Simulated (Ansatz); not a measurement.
**Rh: do energies and stresses tell the same story?**

Theory: DFT PBEsol, scalar-relativistic, plane waves, PAW in Ansatz.

Plane waves to 420 eV, a k mesh through Γ of 18×18×18 on the computed 1-atom cell and Gaussian smearing (0.10 eV); no spin polarisation.

Relaxed cell: Fm-3m, a = 3.780 Å, b = 3.780 Å, c = 3.780 Å, α = 90.00°, β = 90.00°, γ = 90.00°, 1 atom in the primitive cell.

Energies at zero smearing and pressures from the stress tensor, at volumes with shape and atoms relaxed:
| V (Å³/atom) | E − E(first) (meV/atom) | P (GPa) |
| --- | --- | --- |
| 11.882 | 0.00 | 52.21 |
| 12.287 | -109.96 | 35.42 |
| 12.692 | -181.11 | 21.41 |
| 13.097 | -219.87 | 9.73 |
| 13.502 | -231.63 | 0.00 |
| 13.907 | -220.90 | -8.10 |
| 14.312 | -191.45 | -14.83 |
| 14.853 | -128.55 | -22.04 |

Q: Check P = −dE/dV between neighbouring volumes, and get the bulk modulus from the pressures alone.

A: With 1 eV/Å³ = 160.2 GPa:
| middle V (Å³/atom) | −ΔE/ΔV (GPa) | mean P (GPa) |
| --- | --- | --- |
| 12.085 | 43.494 | 43.813 |
| 12.490 | 28.141 | 28.414 |
| 12.895 | 15.330 | 15.573 |
| 13.300 | 4.652 | 4.866 |
| 13.705 | -4.245 | -4.052 |
| 14.110 | -11.646 | -11.468 |
| 14.583 | -18.660 | -18.436 |

The two differ by 0.32 GPa at most. The mean of two end pressures misses the average over a step by about ΔV² P″/12, up to 0.25 GPa here; with that taken off 0.07 GPa remains. The stress is the derivative of the free energy, not of the energy at zero smearing, and with free energies 0.01 GPa remains. Around V = 13.502 Å³/atom, the two neighbours give B = −V ΔP/ΔV = 13.502 × 17.84 / 0.810 = 297.3 GPa, against B0 = 295.6 GPa from the Birch–Murnaghan fit of the energies.